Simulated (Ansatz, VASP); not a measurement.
# Ir in VASP and in Ansatz

```
Ir
1.0
     0.00000    1.92205    1.92205
     1.92205    0.00000    1.92205
     1.92205    1.92205    0.00000
Ir
1
Direct
  0.00000 0.00000 0.00000
```

Alike in both runs: task single point; functional r2SCAN; k mesh 20 × 20 × 20; occupations gaussian, width 0.05 eV; no spin polarisation.

```csv
,VASP,Ansatz
version,VASP 6.6.1,Ansatz 0.2.0
potentials or method,"VASP PAW PBE potentials, release 64 (Ir)","scalar-relativistic, plane waves, PAW"
plane-wave cutoff (eV),520,500
valence electrons in the cell,9,17
```

```tsv
	VASP	Ansatz	Ansatz less VASP
gap on the k mesh at the Fermi level (eV)	none	none	-
pressure (GPa)	2.4	-0.1	-2.48
```

A gap of «none» marks a metal or a gap that the smearing closes. The functional is the same, so the differences come from potentials, cutoffs and numerics. The two sets of potentials don't hold the same shells in valence.

Caveats: the PAW data sets were made with another functional, which shifts forces and pressure a little (VASP). Spin-orbit coupling is left out, which matters for the levels of Ir.
